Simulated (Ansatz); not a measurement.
Set up this calculation in Ansatz 0.2.0, as an ASE script.

```yaml
Task: relaxation of cell and atoms
Functional: revPBE
Dispersion: D4
Potentials_or_basis: Ansatz PAW
Cutoff: 420 eV
Density_cutoff: 1680 eV
k_mesh: 9 × 9 × 9
Occupations: fixed
Spin: spin-orbit coupling, no magnetisation
Driver: calculator
Optimizer: FIRE
Fmax: 0.03
Steps: 30
Filter: FrechetCellFilter
```

The structure of HfO2 lies in HfO2.cif:

```cif
data_HfO2
_cell_length_a 5.11500000
_cell_length_b 5.11500000
_cell_length_c 5.11500000
_cell_angle_alpha 90.00000000
_cell_angle_beta 90.00000000
_cell_angle_gamma 90.00000000
_space_group_name_H-M_alt 'Fm-3m'
_space_group_name_Hall '-F 4 2 3'
_space_group_IT_number 225
loop_
_space_group_symop_operation_xyz
'x,y,z'
'-x,-y,-z'
'-y,x,z'
'y,-x,-z'
'-x,-y,z'
'x,y,-z'
'y,-x,z'
'-y,x,-z'
'x,-y,-z'
'-x,y,z'
'-y,-x,-z'
'y,x,z'
'-x,y,-z'
'x,-y,z'
'y,x,-z'
'-y,-x,z'
'z,x,y'
'-z,-x,-y'
'z,-y,x'
'-z,y,-x'
'z,-x,-y'
'-z,x,y'
'z,y,-x'
'-z,-y,x'
'-z,x,-y'
'z,-x,y'
'-z,-y,-x'
'z,y,x'
'-z,-x,y'
'z,x,-y'
'-z,y,x'
'z,-y,-x'
'y,z,x'
'-y,-z,-x'
'x,z,-y'
'-x,-z,y'
'-y,z,-x'
'y,-z,x'
'-x,z,y'
'x,-z,-y'
'-y,-z,x'
'y,z,-x'
'-x,-z,-y'
'x,z,y'
'y,-z,-x'
'-y,z,x'
'x,-z,y'
'-x,z,-y'
'x,y+1/2,z+1/2'
'-x,-y+1/2,-z+1/2'
'-y,x+1/2,z+1/2'
'y,-x+1/2,-z+1/2'
'-x,-y+1/2,z+1/2'
'x,y+1/2,-z+1/2'
'y,-x+1/2,z+1/2'
'-y,x+1/2,-z+1/2'
'x,-y+1/2,-z+1/2'
'-x,y+1/2,z+1/2'
'-y,-x+1/2,-z+1/2'
'y,x+1/2,z+1/2'
'-x,y+1/2,-z+1/2'
'x,-y+1/2,z+1/2'
'y,x+1/2,-z+1/2'
'-y,-x+1/2,z+1/2'
'z,x+1/2,y+1/2'
'-z,-x+1/2,-y+1/2'
'z,-y+1/2,x+1/2'
'-z,y+1/2,-x+1/2'
'z,-x+1/2,-y+1/2'
'-z,x+1/2,y+1/2'
'z,y+1/2,-x+1/2'
'-z,-y+1/2,x+1/2'
'-z,x+1/2,-y+1/2'
'z,-x+1/2,y+1/2'
'-z,-y+1/2,-x+1/2'
'z,y+1/2,x+1/2'
'-z,-x+1/2,y+1/2'
'z,x+1/2,-y+1/2'
'-z,y+1/2,x+1/2'
'z,-y+1/2,-x+1/2'
'y,z+1/2,x+1/2'
'-y,-z+1/2,-x+1/2'
'x,z+1/2,-y+1/2'
'-x,-z+1/2,y+1/2'
'-y,z+1/2,-x+1/2'
'y,-z+1/2,x+1/2'
'-x,z+1/2,y+1/2'
'x,-z+1/2,-y+1/2'
'-y,-z+1/2,x+1/2'
'y,z+1/2,-x+1/2'
'-x,-z+1/2,-y+1/2'
'x,z+1/2,y+1/2'
'y,-z+1/2,-x+1/2'
'-y,z+1/2,x+1/2'
'x,-z+1/2,y+1/2'
'-x,z+1/2,-y+1/2'
'x+1/2,y,z+1/2'
'-x+1/2,-y,-z+1/2'
'-y+1/2,x,z+1/2'
'y+1/2,-x,-z+1/2'
'-x+1/2,-y,z+1/2'
'x+1/2,y,-z+1/2'
'y+1/2,-x,z+1/2'
'-y+1/2,x,-z+1/2'
'x+1/2,-y,-z+1/2'
'-x+1/2,y,z+1/2'
'-y+1/2,-x,-z+1/2'
'y+1/2,x,z+1/2'
'-x+1/2,y,-z+1/2'
'x+1/2,-y,z+1/2'
'y+1/2,x,-z+1/2'
'-y+1/2,-x,z+1/2'
'z+1/2,x,y+1/2'
'-z+1/2,-x,-y+1/2'
'z+1/2,-y,x+1/2'
'-z+1/2,y,-x+1/2'
'z+1/2,-x,-y+1/2'
'-z+1/2,x,y+1/2'
'z+1/2,y,-x+1/2'
'-z+1/2,-y,x+1/2'
'-z+1/2,x,-y+1/2'
'z+1/2,-x,y+1/2'
'-z+1/2,-y,-x+1/2'
'z+1/2,y,x+1/2'
'-z+1/2,-x,y+1/2'
'z+1/2,x,-y+1/2'
'-z+1/2,y,x+1/2'
'z+1/2,-y,-x+1/2'
'y+1/2,z,x+1/2'
'-y+1/2,-z,-x+1/2'
'x+1/2,z,-y+1/2'
'-x+1/2,-z,y+1/2'
'-y+1/2,z,-x+1/2'
'y+1/2,-z,x+1/2'
'-x+1/2,z,y+1/2'
'x+1/2,-z,-y+1/2'
'-y+1/2,-z,x+1/2'
'y+1/2,z,-x+1/2'
'-x+1/2,-z,-y+1/2'
'x+1/2,z,y+1/2'
'y+1/2,-z,-x+1/2'
'-y+1/2,z,x+1/2'
'x+1/2,-z,y+1/2'
'-x+1/2,z,-y+1/2'
'x+1/2,y+1/2,z'
'-x+1/2,-y+1/2,-z'
'-y+1/2,x+1/2,z'
'y+1/2,-x+1/2,-z'
'-x+1/2,-y+1/2,z'
'x+1/2,y+1/2,-z'
'y+1/2,-x+1/2,z'
'-y+1/2,x+1/2,-z'
'x+1/2,-y+1/2,-z'
'-x+1/2,y+1/2,z'
'-y+1/2,-x+1/2,-z'
'y+1/2,x+1/2,z'
'-x+1/2,y+1/2,-z'
'x+1/2,-y+1/2,z'
'y+1/2,x+1/2,-z'
'-y+1/2,-x+1/2,z'
'z+1/2,x+1/2,y'
'-z+1/2,-x+1/2,-y'
'z+1/2,-y+1/2,x'
'-z+1/2,y+1/2,-x'
'z+1/2,-x+1/2,-y'
'-z+1/2,x+1/2,y'
'z+1/2,y+1/2,-x'
'-z+1/2,-y+1/2,x'
'-z+1/2,x+1/2,-y'
'z+1/2,-x+1/2,y'
'-z+1/2,-y+1/2,-x'
'z+1/2,y+1/2,x'
'-z+1/2,-x+1/2,y'
'z+1/2,x+1/2,-y'
'-z+1/2,y+1/2,x'
'z+1/2,-y+1/2,-x'
'y+1/2,z+1/2,x'
'-y+1/2,-z+1/2,-x'
'x+1/2,z+1/2,-y'
'-x+1/2,-z+1/2,y'
'-y+1/2,z+1/2,-x'
'y+1/2,-z+1/2,x'
'-x+1/2,z+1/2,y'
'x+1/2,-z+1/2,-y'
'-y+1/2,-z+1/2,x'
'y+1/2,z+1/2,-x'
'-x+1/2,-z+1/2,-y'
'x+1/2,z+1/2,y'
'y+1/2,-z+1/2,-x'
'-y+1/2,z+1/2,x'
'x+1/2,-z+1/2,y'
'-x+1/2,z+1/2,-y'
loop_
_atom_site_label
_atom_site_type_symbol
_atom_site_symmetry_multiplicity
_atom_site_Wyckoff_symbol
_atom_site_fract_x
_atom_site_fract_y
_atom_site_fract_z
_atom_site_occupancy
Hf1 Hf 4 a 0.0000000000 0.0000000000 0.0000000000 1
O1 O 8 c 0.2500000000 0.2500000000 0.7500000000 1
```

Measurements of this composition are mostly on another form, of space group No. 14.

These files were run (other wordings do the same):

run.py

```python
import json

import ase.io
import numpy as np
import spglib
from ase.calculators.calculator import CalculationFailed, Calculator
from ase.stress import full_3x3_to_voigt_6_stress
from ase.units import GPa
from ase.optimize import FIRE
from ase.filters import FrechetCellFilter

import ansatz as az

class AnsatzCalculator(Calculator):
    implemented_properties = ["energy", "free_energy", "forces", "stress", "magmom"]

    def calculate(self, atoms, properties, system_changes):
        super().calculate(atoms, properties, system_changes)
        structure = atoms.copy()
        structure.set_constraint()
        structure.set_momenta(None)
        structure.set_masses(None)
        outcome = (
            az.Crystal.from_ase(structure)
            .calculation()
            .basis(xc_grid=2)
            .kpoints(9, 9, 9)
            .functional("revpbe", dispersion="d4")
            .pseudopotentials(kind="paw_fr")
            .spin("noncollinear", soc=True)
            .scf(tolerance=2e-10)
            .occupations(method="fixed")
            .forces()
            .stress()
            .run(threads=2)
        )
        if not outcome.report["converged"]:
            raise CalculationFailed("SCF not converged")
        report = outcome.report
        self.results = {
            "free_energy": report["lagrangian_ev"],
            "energy": report["lagrangian_ev"],
            "forces": np.array(report["forces_ev_ang"]),
            "stress": -GPa * full_3x3_to_voigt_6_stress(report["stress_gpa"]),
            "magmom": report["magnetization_mub"],
        }

np.set_printoptions(precision=5, suppress=True, linewidth=110)
atoms = ase.io.read("HfO2.cif")
cell, frac, numbers = spglib.find_primitive((atoms.cell[:], atoms.get_scaled_positions(), atoms.numbers), symprec=1e-5)
atoms = ase.Atoms(numbers, cell=cell, scaled_positions=frac, pbc=True)
atoms.calc = AnsatzCalculator()
FIRE(FrechetCellFilter(atoms)).run(fmax=0.03, steps=30)
print(f"final energy {atoms.get_potential_energy():.6f} eV, volume {atoms.get_volume() / len(atoms):.4f} A^3/atom")
print("stress (GPa)", atoms.get_stress() / GPa)
print("cell (A)", atoms.cell[:], "scaled positions", atoms.get_scaled_positions(wrap=False), sep="\n")
```

Potentials or basis: Ansatz PAW.

Command:

```sh
$ python run.py
```

It gave:

* Relaxed volume: 10.87 Å³/atom
* Relaxed cell: a = 3.586 Å, b = 3.586 Å, c = 3.586 Å, α = 60.00°, β = 60.00°, γ = 60.00°
* Space group after relaxing (to 0.05 Å): Fm-3m (No. 225)
* Energy gained by relaxing: 4.9 meV/atom
* Ionic steps: 11
* Pressure after relaxing: 0.4 GPa
* Band gap on the k mesh: 3.98 eV

Caveat: the potentials were made for another functional, which shifts forces and pressure; odd divisions of the mesh miss points on the zone boundary, where band edges often lie, so the gap on the mesh can be too wide; the pressure holds a Pulay correction of +0.8 GPa for the finite cutoff.

It took 52 s on 2 threads of Arm Neoverse V2 (shared host), peak memory 0.62 GiB.
